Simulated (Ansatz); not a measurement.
A surface is cut from this relaxed crystal of HgTe:

```
Hg Te
1.0
     0.00000    3.32480    3.32480
     3.32480    0.00000    3.32480
     3.32480    3.32480    0.00000
Hg Te
1 1
Cartesian
  0.0000 0.0000 0.0000
  1.6624 1.6624 1.6624
```

Miller indices refer to the conventional cell of F-43m (No. 216), a = 6.650 Å, b = 6.650 Å, c = 6.650 Å, α = 90.00°, β = 90.00°, γ = 90.00°.

Consider the (111) slab of 6 planes, 8.6 Å thick with 15 Å of vacuum as cut; outer planes Te (top) and Hg (bottom), all atoms relaxed.

The calculation used Ansatz 0.2.0, DFT PBE, scalar-relativistic, plane waves, PAW. Cutoff 420 eV; k points 9×9×1 on the computed 6-atom cell (Γ-centred); Gaussian smearing, width 0.10 eV; no spin polarisation. A dipole correction removes the field between periodic images along c.

The slab's inner planes relax by over 3 % too, so it holds no bulk-like region.

Q: Estimate the surface energy (mean of both faces).

A: 0.29 J/m².

Q: Estimate the work function.

A: 5.66 eV (top), 3.76 eV (bottom).

Q: Give the dipole of the slab along +c, per cell.

A: -0.20 e·Å.

Q: The top two planes lie 0.960 Å apart in the bulk. How does relaxation change this?

A: The spacing becomes 0.794 Å (-17.3 %).

With no bulk-like middle, the error of these values can't be bounded.

Spin-orbit coupling is left out, which matters for the bands of heavy elements.

γ = (E_slab − N·E_bulk)/2A = 0.705 eV / (2 × 19.15 Å²) = 18.4 meV/Å² = 0.29 J/m², with N = 6 atoms. The cut crosses 1 bond a cell (neighbours within 10 % of the shortest distances), so each costs 0.71 eV on this count. The top two spacings change in opposite senses (-17.3 and +9.2 %). The faces differ by 1.90 eV because the slab carries a dipole: a dipole layer of p per area A shifts the vacuum level by e·p/(ε0·A) = 180.95 V·Å × 0.2009 e·Å / 19.15 Å² = 1.90 eV.

The higher work function on the Te face and the lower one on the Hg face follow from the polarity of the cut: the more electronegative Te ends one side with negative charge, the Hg side is left positive, and the slab dipole points from Te to Hg. The relaxation probably counteracts this polarity. Flattening the outer Te-Hg bilayer (-17.3 %) reduces its own dipole, while widening the gap beneath it (+9.2 %) enlarges the opposing one. The same pattern suggests that the outer bilayer strengthens its back bonds at the expense of the single bond per cell that ties it to the layer below, which is stretched enough to count as weakened.

The low surface energy fits the soft, weak bonding of HgTe, but 0.71 eV is not a pure bond strength, as it also contains the relaxation gain and any charge transfer between the faces. Whether vacancies, adatoms or a larger reconstruction would compensate the polarity at lower energy remains open.
